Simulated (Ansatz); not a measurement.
# 2H-CrOSe monolayer in a perpendicular field, part 2 of 2

Wanted: the out-of-plane response of the 2H-CrOSe monolayer. A positive field points along +c.

Ansatz 0.2.0; plane-wave DFT, PBE-D3(BJ), Ansatz PAW.

So far. Step 2 (Relaxing the slab): The lattice constant a goes from 2.927 to 2.911 Å.

## Step 3: Atoms held, field 0

A sawtooth potential applies the field, turning back in the middle of the vacuum. With the dipole correction the typed value is the field outside the slab. The induced dipole is small, so the SCF threshold is tight.

The cell differs from the one that the last finished run ended in (c 36.437 → 20.712 Å).

Input file input.yaml:

```yaml
crystal:
  lattice:
    - [2.9114101893, 0.0, 0.0]
    - [-1.4557050946, 2.5213551847, 0.0]
    - [0.0, 0.0, 20.7116377285]
  atoms:
    - { symbol: Se, position: [0.3333333333, 0.6666666667, 0.4345383073] }
    - { symbol: Cr, position: [0.0, 0.0, 0.5179518167] }
    - { symbol: O, position: [0.3333333333, 0.6666666667, 0.5654616927] }
kpoints:
  mp_grid: { grid: [18, 18, 1] }
  band_path:
    path: [[0, 0, 0], [0.5, 0, 0], [0.33333333, 0.33333333, 0], [0, 0, 0]]
    npoints: 16
hamiltonian:
  xc: pbe
  dispersion: d3bj
scf:
  occupations: { method: fermi_dirac, width: 0.02585 }
  convergence: { dr2_threshold: 1.0e-10 }
efield:
  axis: 3
  dipole_correction: true
  ramp_position: 0.97
  ramp_width: 0.06
  amplitude: 0
output:
  dos: { projected: true, e_range: [-6, 5] }
  write_potential: true
  write_density: true
  volumetric_format: npy
  elf: true
```

The run is started by

```bash
ansatz run input.yaml --threads 2 --pin off --max-ram 3072MiB --backend cpu --events-out ev --progress --plain --runs-dir out
```

Numbers of over 12 decimals in the logs are rounded to 6 here.

The log of the run:

```text
[...]
Crystal: 3 atoms, lattice volume = 152.038 Å³
Basis set: ecut = 420 eV, 2925 PW (Γ)
Bands: 22, of which v1, the nominal top of the filled ones, is band 18 counted from 1 (17 counted from 0)
Symmetry: 6 space group operations
[...]
k-points: 37 of 324 (time reversal used)
[...]
SCF iter   1: F=—  HF=-9415.147834 eV  |F-HF|=—  |Δ(HF+E_count)|=         —  Δρ=8.90e-3  dr2=2.89e-1  ethr=1.77e-3  p=-0.123 e·Å  D=-1.46e-1 V/Å  ΔV_dip=3.03 eV  dr2_dipole=4.83e-2  V_vac-E_F(+/−)=6.41/3.38 eV  ⟨swp⟩=9.5  Hψ=4684  notcnv=0
efield: sawtooth ramp at fractional position 0.9700 (set: `efield.ramp_position`, or a place that a band, a saddle search or an elastic batch's reference lends), width 0.0600; the density the first Hamiltonian is built on has a dipole p = -0.123 e·Å; the dipole correction subtracts the counter field D = -1.46e-1 V/Å, which shifts the + side's vacuum level by +3.03 eV against the − side's; the planar-averaged density in the ramp window peaks in size at 3.6e-5 e/Å³
[...]
SCF iter   2: F=—  HF=-9415.167089 eV  |F-HF|=—  |Δ(HF+E_count)|=   1.93e-2  Δρ=1.11e-2  dr2=5.97e-1  ethr=8.03e-4  p=-0.085 e·Å  D=-1.02e-1 V/Å  ΔV_dip=2.11 eV  dr2_dipole=9.18e-2  V_vac-E_F(+/−)=6.41/4.30 eV  ⟨swp⟩=2.8  Hψ=1475  notcnv=0
[...]
SCF iter  10: F=-9415.119596 eV  HF=-9415.119596 eV  |F-HF|=1.46e-11  |Δ(HF+E_count)|=   1.76e-9  Δρ=7.67e-8  dr2=1.23e-11  ethr=1.00e-12  p=-0.106 e·Å  D=-1.26e-1 V/Å  ΔV_dip=2.62 eV  dr2_dipole=9.06e-13  V_vac-E_F(+/−)=6.48/3.86 eV  ⟨swp⟩=3.7  Hψ=2298  notcnv=0
SCF 1 converged in 10 iterations: F = -9415.119596 eV  dr2 = 1.23e-11
[...]
NSCF: frozen V_eff on 49 k-points
efield: sawtooth ramp at fractional position 0.9700 (kept from the solve that this one continues, or follows in the run), width 0.0600; the density the first Hamiltonian is built on has a dipole p = -0.106 e·Å; the dipole correction subtracts the counter field D = -1.26e-1 V/Å, which shifts the + side's vacuum level by +2.62 eV against the − side's; the planar-averaged density in the ramp window peaks in size at 1.1e-5 e/Å³
[...]
SCF converged after 10 iterations
Free energy (F): -9415.119596 eV
[...]
Internal energy: -9415.115736 eV  (E = F + TS)
E sigma→0 (E₀):  -9415.117666 eV
Entropy (-TS):   -0.003860 eV (-1.287 meV/atom)
Fermi energy:    -0.427353 eV
Dipole field:    D = -0.126460 V/Å  (p = -0.106254 e·Å, saw-weighted, corrected)
Work function:   Φ+ = 6.4781 eV   Φ− = 3.8589 eV
Levels:          The Fermi level and band energies are counted from a zero that moves with the ramp; work functions are not
[...]
--- Band table (eV; the first three rows and the last of 37) ---
  k-point 0: bands = [... 14 lower, -4.4658, -1.8422, -1.8422, -0.2287, 1.1429, 1.1429, 2.6162, 2.6162]
  k-point 1: bands = [... 14 lower, -4.3957, -1.9294, -1.8773, -0.2751, 1.1133, 1.1570, 2.2497, 2.5368]
  k-point 2: bands = [... 14 lower, -4.2356, -2.2240, -1.9677, -0.4289, 1.0145, 1.1740, 1.5274, 2.3446]
  k-point 36: bands = [... 14 lower, -5.2961, -4.8574, -3.0407, -1.6376, -0.4952, 0.6120, 1.0610, 1.7033]
```

It took 6.3 s on 2 threads of AMD EPYC 9R14 (Zen 4), shared host; peak memory 0.53 GiB; 12 s of CPU time.

Reading the cycles: dr2 is the Hartree energy of the density residual (eV), the measure of convergence; HF is the Harris–Foulkes estimate of the energy, which meets the free energy F at convergence.

This step gave:

* energy at zero smearing: -9415.1177 eV
* work function, upper face: 6.478 eV
* work function, lower face: 3.859 eV
* dipole along the normal: -0.1063 e·Å
* step between the vacuum levels: 2.619 eV

Running mean over a fixed 2.7 Å (it still follows the layers) of the planar mean; the ramp of the sawtooth is left out. Electron's electrostatic potential energy less the Fermi level against z:

z (Å), electron's electrostatic potential energy less the Fermi level (eV) and a bar from the least value:
```
     2.88        3.9 #########################
     3.31        3.9 #########################
     3.74        3.9 #########################
     4.03        3.9 #########################
     4.46        3.9 #########################
     4.89        3.9 #########################
     5.32        3.9 #########################
     5.75        3.8 #########################
     6.04        3.8 #########################
     6.47        3.6 #########################
     6.90        2.9 #######################
     7.34        1.2 ####################
     7.77       -0.7 #################
     8.20       -2.6 #############
     8.49       -3.7 ###########
     8.92       -5.5 ########
     9.35       -7.8 ####
     9.78       -9.5 #
    10.21      -10.0 
    10.50       -9.9 
    10.93       -8.9 ##
    11.36       -7.0 #####
    11.79       -4.5 ##########
    12.23       -1.4 ################
    12.51        0.6 ###################
    12.94        3.4 ########################
    13.38        5.5 ############################
    13.81        6.3 ##############################
    14.24        6.4 ##############################
    14.67        6.5 ##############################
    14.96        6.5 ##############################
    15.39        6.5 ##############################
    15.82        6.5 ##############################
    16.25        6.5 ##############################
    16.68        6.5 ##############################
    16.97        6.5 ##############################
    17.40        6.5 ##############################
    17.84        6.5 ##############################
```

The density of states has structure finer than the step of the table below, so its rows give means over 0.2 eV, whole bins alone (the curve runs from -6 to 1.83 eV). Peaks (eV: height): -5.97: 6.77, -4.54: 9.32, -2.97: 9.12, -0.98: 9.20, 0.29: 7.79, 0.67: 7.05, 1.61: 15.7.

The density of states by energy, zero at the Fermi level; means over each step:

energy (eV), density of states (states/eV a cell) and a bar:
```
     -5.8        2.3 ######
     -5.6        2.2 ######
     -5.4        0.9 ##
     -5.2        2.5 #######
     -5.0        4.1 ############
     -4.8        2.6 #######
     -4.6        6.2 ###################
     -4.4        2.3 ######
     -4.2        0.9 ##
     -4.0        0.9 ##
     -3.8        1.1 ###
     -3.6        1.6 ####
     -3.4        0.7 #
     -3.2        2.2 ######
     -3.0        3.6 ###########
     -2.8        1.5 ####
     -2.6        2.8 ########
     -2.4        0.9 ##
     -2.2        1.0 ##
     -2.0        1.6 ####
     -1.8        2.1 ######
     -1.6        1.0 ##
     -1.4        0.3 
     -1.2        0.9 ##
     -1.0        5.1 ################
     -0.8        1.7 ####
     -0.6        0.6 #
     -0.4        0.5 #
     -0.2        0.4 
      0.0        1.6 ####
      0.2        3.9 ############
      0.4        2.6 #######
      0.6        3.6 ###########
      0.8        3.5 ##########
      1.0        1.6 ####
      1.2        1.0 ##
      1.4        1.2 ###
      1.6        9.6 ##############################
```

Projected DOS per atom over height of the atomic layer and energy from the Fermi level. Layers: Se Cr O from below.

Values in states/eV, 22 rows by 3 columns, each cell a mean:
```
0.63 3.91 1.49
0.25 0.55 0.19
0.49 1.37 0.22
0.59 2.20 0.17
0.50 2.90 0.32
0.05 0.61 0.17
0.03 0.35 0.17
0.20 2.17 0.66
0.12 1.08 0.16
0.18 0.73 0.02
0.69 1.02 0.12
0.43 0.42 0.11
1.05 0.72 0.72
1.28 0.77 0.61
0.60 0.28 0.27
0.67 0.31 0.38
0.42 0.14 0.29
0.53 0.54 2.00
0.44 1.14 2.35
0.95 0.80 1.55
0.21 0.36 0.64
0.60 0.86 1.59
```
Columns: height of the atomic layer (Å) from 9 to 11.7 (not evenly spaced); rows upwards: energy from the Fermi level (eV) from -5.96 to 1.78.

Electronic bands along the path, in eV, zero at the Fermi level:

| point | band 15 | band 16 | band 17 | band 18 | band 19 | band 20 | band 21 | band 22 |
| --- | --- | --- | --- | --- | --- | --- | --- | --- |
| Γ | -4.04 | -1.41 | -1.41 | 0.20 | 1.57 | 1.57 | 3.04 | 3.04 |
| halfway | -3.85 | -3.25 | -1.77 | -0.76 | 0.47 | 1.26 | 1.62 | 2.47 |
| M | -4.62 | -2.96 | -1.71 | -0.92 | 0.25 | 0.56 | 1.71 | 2.47 |
| halfway | -4.52 | -3.70 | -2.72 | -0.93 | 0.07 | 0.85 | 1.71 | 1.89 |
| K | -4.87 | -4.43 | -2.61 | -1.21 | -0.07 | 1.04 | 1.49 | 2.13 |
| halfway | -3.94 | -3.13 | -2.54 | -0.82 | 0.35 | 0.91 | 1.55 | 2.16 |
| Γ | -4.04 | -1.41 | -1.41 | 0.20 | 1.57 | 1.57 | 3.04 | 3.04 |

Valence density in the ca plane at fractional y = 0.667, with atoms of Se and O within 0.2 Å of it. It is the smooth field of the valence electrons, not physical close to the nuclei.

Ten steps, logarithmic in the rise over the least value, from '0' (0 e/Å³) to '9' (27 e/Å³), each cell a mean:
```
00000000000000000011111122110000000000000000
00000000000000000011111122110000000000000000
00000000000000000112221112221000000000000000
00000000000000000135642112344200000000000000
00000000000000001259963113566310000000000000
00000000000000001259973113566310000000000000
00000000000000000136642112454200000000000000
00000000000000000122222112221100000000000000
```
Columns run along c (16.0 Å, from fractional 0.09 to 0.86 of the cell), rows up along a (2.9 Å). Atoms in or near the plane, at fractional coordinates: Se at (0.43, 0.33), O at (0.57, 0.33).

Electrostatic potential energy in the ca plane at fractional y = 0.667, with atoms of Se and O within 0.2 Å of it. With pseudopotentials it is smooth inside the atoms' cores, unlike the true potential.

Ten even steps from '0' (-23 eV) to '9' (6 eV), each cell a mean:
```
99999999999998877775215789999999999999999999
99999999999998877775215789999999999999999999
99999999999988632466546789999999999999999999
99999999999986211036664127999999999999999999
99999999999985145216760003999999999999999999
99999999999985145316760003999999999999999999
99999999999986212026773017999999999999999999
99999999999988521366556789999999999999999999
```
Columns run along c (16.0 Å, from fractional 0.16 to 0.93 of the cell; values clipped at the 3rd and 97th percentile), rows up along a (2.9 Å). Atoms in or near the plane, at fractional coordinates: Se at (0.43, 0.33), O at (0.57, 0.33).

ELF in the ca plane at fractional y = 0.667, with atoms of Se and O within 0.2 Å of it. It is the smooth field of the valence electrons, not physical close to the nuclei.

Ten even steps from '0' (0.00) to '9' (0.89), each cell a mean:
```
00000000000000001234442122111000000000000000
00000000000000001233442122111000000000000000
00000000000000024677775211355420000000000000
00000000000000258997787314789852000000000000
00000000000001479994267426858974100000000000
00000000000001479984257426758974100000000000
00000000000001368997687414889863000000000000
00000000000000125788776211366520000000000000
```
Columns run along c (16.0 Å, from fractional 0.09 to 0.86 of the cell), rows up along a (2.9 Å). Atoms in or near the plane, at fractional coordinates: Se at (0.43, 0.33), O at (0.57, 0.33).

The work function of the upper face is 6.48 eV.

## Step 4: Atoms held, field 0.1 V/Å

Changes to input.yaml since step 3:

```diff
@@ -25,5 +25,4 @@
   ramp_width: 0.06
-  amplitude: 0
+  amplitude: 0.1
 output:
-  dos: { projected: true, e_range: [-6, 5] }
   write_potential: true
@@ -31,2 +30 @@
   volumetric_format: npy
-  elf: true
```

The log of the run:

```text
[...]
Crystal: 3 atoms, lattice volume = 152.038 Å³
Basis set: ecut = 420 eV, 2925 PW (Γ)
Bands: 22, of which v1, the nominal top of the filled ones, is band 18 counted from 1 (17 counted from 0)
Symmetry: 6 space group operations
[...]
k-points: 37 of 324 (time reversal used)
[...]
--- Band table (eV; the first three rows and the last of 37) ---
  k-point 0: bands = [... 14 lower, -4.4961, -1.8683, -1.8683, -0.2486, 1.1193, 1.1193, 2.4957, 2.5857]
  k-point 1: bands = [... 14 lower, -4.4260, -1.9557, -1.9035, -0.2954, 1.0900, 1.1333, 2.2133, 2.5063]
  k-point 2: bands = [... 14 lower, -4.2658, -2.2509, -1.9941, -0.4500, 0.9899, 1.1501, 1.4977, 2.3143]
  k-point 36: bands = [... 14 lower, -5.3206, -4.8765, -3.0664, -1.6643, -0.5211, 0.5837, 1.0353, 1.6734]
[key lines of the parts left out:]
SCF converged after 14 iterations
Free energy (F): -9415.109885 eV
Fermi energy:    -0.452099 eV
Dipole field:    D = -0.104686 V/Å  (p = -0.087958 e·Å, saw-weighted, corrected)
```

Wall time 7.5 s (2 threads); peak memory 0.5 GiB.

The dipole is -0.0880 e·Å, 0.0183 e·Å from its value without field.

## Step 5: Atoms held, field -0.1 V/Å

Changes to input.yaml since step 4:

```diff
@@ -25,3 +25,3 @@
   ramp_width: 0.06
-  amplitude: 0.1
+  amplitude: -0.1
 output:
```

The log of the run:

```text
[...]
Crystal: 3 atoms, lattice volume = 152.038 Å³
Basis set: ecut = 420 eV, 2925 PW (Γ)
Bands: 22, of which v1, the nominal top of the filled ones, is band 18 counted from 1 (17 counted from 0)
Symmetry: 6 space group operations
[...]
k-points: 37 of 324 (time reversal used)
[...]
--- Band table (eV; the first three rows and the last of 37) ---
  k-point 0: bands = [... 14 lower, -4.4362, -1.8167, -1.8167, -0.2096, 1.1659, 1.1659, 2.6461, 2.6461]
  k-point 1: bands = [... 14 lower, -4.3661, -1.9038, -1.8518, -0.2556, 1.1360, 1.1801, 2.2824, 2.5666]
  k-point 2: bands = [... 14 lower, -4.2061, -2.1977, -1.9420, -0.4085, 1.0383, 1.1972, 1.5562, 2.3742]
  k-point 36: bands = [... 14 lower, -5.2723, -4.8391, -3.0155, -1.6116, -0.4700, 0.6396, 1.0859, 1.7325]
[key lines of the parts left out:]
SCF converged after 14 iterations
Free energy (F): -9415.131135 eV
Fermi energy:    -0.403353 eV
Dipole field:    D = -0.148199 V/Å  (p = -0.124519 e·Å, saw-weighted, corrected)
```

The job ended after 7.5 s (2 threads; peak memory 0.5 GiB; 15 s of CPU time).

The dipole is -0.125 e·Å, -0.0183 e·Å from its value without field.

## Step 6: Response, atoms held

This step: plane-wave DFT, PBE-D3(BJ), Ansatz PAW; response to a field along the normal, atoms held (Ansatz 0.2.0).

The dipoles give the slope, and the difference of two potentials shows where the field is screened.

This step gave:

* equivalent conductor thickness p/(ε₀AE): 4.506 Å
* distance between the outer atoms: 2.712 Å

Dipole of the cell against applied field:

| applied field (V/Å) | dipole of the cell (e·Å) |
| --- | --- |
| -0.1000 | -0.125 |
| 0.0000 | -0.106 |
| 0.1000 | -0.0880 |

Local field over the applied field, running mean. From the potentials at -0.1 and 0.1 V/Å; running mean over 2.5 Å. The local field over applied field by z:

| z (Å) | local field over applied field |
| --- | --- |
| 4.03 | 1.000 |
| 4.31 | 0.999 |
| 4.75 | 0.997 |
| 5.03 | 0.995 |
| 5.47 | 0.986 |
| 5.75 | 0.974 |
| 6.04 | 0.954 |
| 6.47 | 0.896 |
| 6.76 | 0.833 |
| 7.05 | 0.749 |
| 7.48 | 0.602 |
| 7.77 | 0.499 |
| 8.20 | 0.342 |
| 8.49 | 0.241 |
| 8.77 | 0.156 |
| 9.21 | 0.0750 |
| 9.49 | 0.0498 |
| 9.78 | 0.0348 |
| 10.21 | 0.0307 |
| 10.50 | 0.0470 |
| 10.93 | 0.101 |
| 11.22 | 0.163 |
| 11.51 | 0.240 |
| 11.94 | 0.375 |
| 12.23 | 0.479 |
| 12.51 | 0.587 |
| 12.94 | 0.735 |
| 13.23 | 0.822 |
| 13.66 | 0.921 |
| 13.95 | 0.958 |
| 14.24 | 0.979 |
| 14.67 | 0.993 |
| 14.96 | 0.997 |
| 15.25 | 0.998 |
| 15.68 | 1.000 |
| 15.97 | 1.000 |
| 16.40 | 1.000 |
| 16.68 | 1.000 |

Electrons, planar mean, per unit field. The induced electron density by z:

| z (Å) | induced electron density (e/Å³ per V/Å) |
| --- | --- |
| 4.03 | 1.9e-6 |
| 4.31 | 3.9e-6 |
| 4.75 | 1.1e-5 |
| 5.03 | 2.2e-5 |
| 5.47 | 6.1e-5 |
| 5.75 | 1.2e-4 |
| 6.04 | 2.2e-4 |
| 6.47 | 5.2e-4 |
| 6.76 | 9.1e-4 |
| 7.05 | 0.00153 |
| 7.48 | 0.00290 |
| 7.77 | 0.00367 |
| 8.20 | 0.00288 |
| 8.49 | 0.00129 |
| 8.77 | 7.7e-4 |
| 9.21 | 9.4e-4 |
| 9.49 | 5.9e-4 |
| 9.78 | -6.2e-4 |
| 10.21 | -0.00129 |
| 10.50 | 2.1e-4 |
| 10.93 | 4.7e-4 |
| 11.22 | -0.00131 |
| 11.51 | -0.00209 |
| 11.94 | -0.00231 |
| 12.23 | -0.00411 |
| 12.51 | -0.00365 |
| 12.94 | -0.00178 |
| 13.23 | -9.5e-4 |
| 13.66 | -3.4e-4 |
| 13.95 | -1.7e-4 |
| 14.24 | -7.8e-5 |
| 14.67 | -2.5e-5 |
| 14.96 | -1.1e-5 |
| 15.25 | -5.2e-6 |
| 15.68 | -1.6e-6 |
| 15.97 | -6.3e-7 |
| 16.40 | -3.0e-7 |
| 16.68 | -1.7e-7 |

By hand: between -0.1 and 0.1 V/Å the dipole changes by 0.03656 e·Å, a slope of 0.1828 e·Å²/V. A perfect conductor of thickness t has p = ε₀AEt, so t = 180.95 × 0.1828 / 7.341 = 4.51 Å (e/ε₀ = 180.95 V·Å, A in Å²).

The induced dipole is that of a conductor 4.51 Å thick.

## Step 7: Outcome

```
gap without field                          : none
work function, upper face                  : 6.48 eV
step between the vacuum levels             : 2.62 eV
equivalent conductor thickness, atoms held : 4.51 Å
```

**Reading.** The induced dipole equals that of a perfect conductor 4.51 Å thick, while the outer atoms lie 2.71 Å apart. The two faces differ: the vacuum level above lies 2.62 eV higher than the one below. There is no gap over 0.03 eV, with or without the field. The main runs have no spin polarisation; a magnetic state could lie lower and would change these results. Spin-orbit coupling is left out.

[Logs are printed without paths, hosts, clocks, repeated set-up lines and the standing remarks that a program may print on its own settings, such as how far it seeks lower states.]

[Hosts, paths, dates, database ids (printed as entryN), source tags and the programs' standing remarks are cut or masked in the printed files.]

[Maps of the electrostatic potential energy from Ansatz leave out the sawtooth potential of an applied field or a dipole correction, so their vacuum need not be flat; planar profiles and work functions include it.]

[The density of states shown here was stored with 400 of the rows of the run's finer table, so its peaks can read low, often by over a quarter, or be missed, and its means over a window can be off by a tenth or more.]
